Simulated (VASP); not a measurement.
# I (Im-3m) in VASP: a series of runs, part 2 of 2

VASP 6.6.1. The steps go on from the part before.

**6. Single point, PBE**

Input file INCAR:

```
SYSTEM = I
PREC = Accurate
ENCUT = 900
EDIFF = 1E-6
ISMEAR = 0
SIGMA = 0.05
LREAL = .FALSE.
LASPH = .TRUE.
NELM = 100
ALGO = Normal
ISIF = 2
LWAVE = .FALSE.
LCHARG = .FALSE.
GGA = PE
NBANDS = 10
ADDGRID = .FALSE.
```

Input file KPOINTS:

```
Automatic mesh
0
G
  5 5 5
  0 0 0
```

Input file POSCAR:

```
I
1.0
   -2.1240960000      2.1667550000      2.1089740000
    2.1114880000     -2.1329730000      2.0625830000
    2.0399160000      2.0487930000     -2.0751920000
I
1
Direct
    0.0126280000     -0.0160290000     -0.0040210000
```

Potentials or basis: VASP PAW PBE potentials, release 64 (I).

Started as:

```bash
> cat potpaw_PBE.64/I/POTCAR > POTCAR
> mpirun -np 1 vasp_std > vasp.out
```

OUTCAR:

```text
SYSTEM = I
   PREC = Accurate
   ENCUT = 900
   EDIFF = 1E-6
   ISMEAR = 0
   LREAL = .FALSE.
   LASPH = .TRUE.
   NELM = 100
   ISIF = 2
   GGA = PE

 Found     63 irreducible k-points:

 Following reciprocal coordinates:
            Coordinates               Weight
  0.000000  0.000000  0.000000      1.000000
  0.200000  0.000000 -0.000000      2.000000
  0.400000  0.000000  0.000000      2.000000
 -0.000000  0.200000 -0.000000      2.000000
  0.200000  0.200000 -0.000000      2.000000
  0.400000  0.200000 -0.000000      2.000000
   k-points           NKPTS =     63   k-points in BZ     NKDIM =     63   number of bands    NBANDS=     10
   number of dos      NEDOS =    301   number of ions     NIONS =      1
   total plane-waves  NPLWV =  46656
   dimension x,y,z NGX =    36 NGY =   36 NGZ =   36
   dimension x,y,z NGXF=    72 NGYF=   72 NGZF=   72
   ions per type =               1
   NGX,Y,Z   is equivalent  to a cutoff of  16.20, 16.43, 16.82 a.u.
   NGXF,Y,Z  is equivalent  to a cutoff of  32.39, 32.87, 33.63 a.u.
 SYSTEM =  I
   PREC   = accura    normal or accurate (medium, high low for compatibility)
   ISTART =      0    job   : 0-new  1-cont  2-samecut
   ICHARG =      2    charge: 1-file 2-atom 10-const
   ISPIN  =      1    spin polarized calculation?
   LNONCOLLINEAR =      F non collinear calculations
   LSORBIT =      F    spin-orbit coupling
   LASPH  =      T    aspherical Exc in radial PAW
   ENCUT  =  900.0 eV  66.15 Ry    8.13 a.u.   9.04  8.91  8.71*2*pi/ulx,y,z
   NELM   =    100;   NELMIN=  2; NELMDL= -5     # of ELM steps
   EDIFF  = 0.1E-05   stopping-criterion for ELM
   LREAL  =      F    real-space projection
   EDIFFG = 0.1E-04   stopping-criterion for IOM
   NSW    =      0    number of steps for IOM
   IBRION =     -1    ionic relax: 0-MD 1-quasi-New 2-CG
   NFREE  =      0    steps in history (QN), initial steepest desc. (CG)
   ISIF   =      2    stress and relaxation
   ISYM   =      2    0-nonsym 1-usesym 2-fastsym
   POTIM  = 0.5000    time-step for ionic-motion
   TEBEG  =    0.0;   TEEND  =   0.0 temperature during run
   PSTRESS=    0.0 pullay stress
   NELECT =       7.0000    total number of electrons
   NUPDOWN=      -1.0000    fix difference up-down
   EMIN   =  10.00;   EMAX   =-10.00  energy-range for DOS
   EFERMI =   0.00;   METHOD = LEGACY
   ISMEAR =     0;   SIGMA  =   0.05  broadening in eV -4-tet -1-fermi 0-gaus
   EFERMI_NEDOS =   21; number of points for ismear=-14 and -15
   IALGO  =     38    algorithm
   IMIX   =      4    mixing-type and parameters
     AMIX     =   0.40;   BMIX     =  1.00
     AMIX_MAG =   1.60;   BMIX_MAG =  1.00
  volume/ion in A,a.u.               =      36.48       246.21
  Fermi-wavevector in a.u.,A,eV,Ry     =   0.944215  1.784308 12.130170  0.891542
  Thomas-Fermi vector in A             =   2.071998
   LORBIT       =      0    0 simple, 1 ext, 2 COOP (PROOUT), +10 PAW based schemes
   GGA     = PE    functional components
   LHFCALC =     F    Hartree Fock is set to
   AEXX    =    0.0000 exact exchange contribution
   IVDW    =     0    specifies the selected vdW correction
   LEPSILON=     F    determine dielectric tensor
   LRPA    =     F    only Hartree local field effects (RPA)
 non-spin polarized calculation
 Gauss-broadening in eV      SIGMA  =   0.05
  energy-cutoff  :      900.00
  volume of cell :       36.48
 maximum number of plane-waves:      2248
   NGX = 19   NGY = 17   NGZ = 17

 number of electron       7.0000000 magnetization

 Free energy of the ion-electron system (eV)
  ---------------------------------------------------
  ext. energy  EPLUGINS =         0.00000000
  ---------------------------------------------------
  free energy    TOTEN  =        -1.13375629 eV

  energy without entropy =       -1.13005793  energy(sigma->0) =       -1.13190711

 E-fermi :   4.1676     XC(G=0):  -8.9217

 val. band max:        4.1582814810   @ k =  -0.0000   0.2000  -0.0000
 cond. band min:       4.1707755299   @ k =  -0.4000  -0.0000   0.2000
 fundamental gap:      0.0124940489
 Fermi energy:         4.1676154865

 k-point     1 :       0.0000    0.0000    0.0000
  band No.  band energies     occupation
      1      -9.1998      2.00000
      2       4.7390      0.00000
      3       4.8915      0.00000
      4       5.0019      0.00000
      5      10.9112      0.00000
      6      13.6041      0.00000
      7      13.7482      0.00000
      8      14.1831      0.00000
      9      16.0496      0.00000
     10      16.2709      0.00000
[... 53 lines left out ...]
 k-point     6 :       0.4000    0.2000   -0.0000
  band No.  band energies     occupation
      1      -7.7687      2.00000
      2       0.2097      2.00000
      3       2.1167      2.00000
      4       4.2607      0.00847
      5      11.1758      0.00000
      6      12.6380      0.00000
      7      15.2894      0.00000
      8      16.0266      0.00000
      9      18.9490      0.00000
     10      20.0188      0.00000

 [... further k-points ...]

------------------------ aborting loop because EDIFF is reached ----------------------------------------

  FORCE on cell =-STRESS in cart. coord.  units (eV):
  Direction    XX          YY          ZZ          XY          YZ          ZX
  --------------------------------------------------------------------------------------
  -------------------------------------------------------------------------------------
  Total       -0.2343806     -0.1930877     -0.1829444     -0.8334511      0.3815304     -0.0750500
  in kB      -10.2925406     -8.4792137     -8.0337836    -36.6000020     16.7544504     -3.2957324
  external PRESSURE =      -8.9351793 kB  Pullay stress =       0.0000000 kB

 VOLUME and BASIS-vectors are now :
 -----------------------------------------------------------------------------
  energy-cutoff  :      900.00
  volume of cell :       36.48
      direct lattice vectors                 reciprocal lattice vectors
    -2.124096000  2.166755000  2.108974000     0.005496097  0.235420953  0.237828778
     2.111488000 -2.132973000  2.062583000     0.241671392  0.002899229  0.240425590
     2.039916000  2.048793000 -2.075192000     0.245788549  0.242134979 -0.001217987

 POSITION                                       TOTAL-FORCE (eV/Angst)
 -----------------------------------------------------------------------------------
      4.08253     -0.03087     -0.01069         0.000000      0.000000      0.000000
 -----------------------------------------------------------------------------------
    total drift:                                0.000000     -0.000000     -0.000000

  FREE ENERGIE OF THE ION-ELECTRON SYSTEM (eV)
  ---------------------------------------------------
  free  energy   TOTEN  =        -1.1337562893 eV

  energy  without entropy=       -1.1300579266  energy(sigma->0) =       -1.13190711
```

OSZICAR:

```text
N       E                     dE             d eps       ncg     rms          rms(c)
DAV:   1     0.269760840723E+02    0.26976E+02   -0.35086E+03  1260   0.795E+02
DAV:   2     0.392238938186E-01   -0.26937E+02   -0.25991E+02  1650   0.102E+02
DAV:   3    -0.112581552027E+01   -0.11650E+01   -0.11452E+01  1522   0.217E+01
DAV:   4    -0.113706677900E+01   -0.11251E-01   -0.11248E-01  1542   0.258E+00
DAV:   5    -0.113723499227E+01   -0.16821E-03   -0.16821E-03  1494   0.303E-01    0.351E+00
DAV:   6    -0.113378140446E+01    0.34536E-02   -0.58191E-03  1434   0.343E-01    0.215E+00
DAV:   7    -0.113385694603E+01   -0.75542E-04   -0.83953E-03  1390   0.431E-01    0.189E-01
DAV:   8    -0.113375540250E+01    0.10154E-03   -0.69426E-04  1386   0.128E-01    0.403E-02
DAV:   9    -0.113375601859E+01   -0.61609E-06   -0.22720E-05  1486   0.279E-02    0.152E-02
DAV:  10    -0.113375628930E+01   -0.27071E-06   -0.16685E-06  1460   0.755E-03
   1 F= -.11337563E+01 E0= -.11319071E+01  d E =-.369836E-02
```

stdout:

```text
POSCAR found type information on POSCAR I
 POSCAR found :  1 types and       1 ions
 scaLAPACK will be used
 LDA part: xc-table for (Slater+PW92), standard interpolation
 POSCAR, INCAR and KPOINTS ok, starting setup
 FFT: planning ... GRIDC
 FFT: planning ... GRID_SOFT
 FFT: planning ... GRID
 WAVECAR not read
 entering main loop
```

It took 21 s on 1 thread of Intel Xeon Platinum 8488C (Sapphire Rapids), shared host; peak memory 0.23 GiB.

The run converged, but some of its settings lie outside the range that counts as converged, so its numbers aren't taken as properties of the crystal.

Results:

| Property | Result |
| --- | --- |
| Free energy | -1.1338 eV |
| Pressure | -0.9 GPa |
| Band gap on the k mesh | none (metal or under the smearing width) |

Caveat: the k mesh is coarse (spacing up to 0.43 Å⁻¹), so the values aren't converged; an odd number of electrons without spin polarisation forces a metal; a magnetic or distorted state may lie lower.
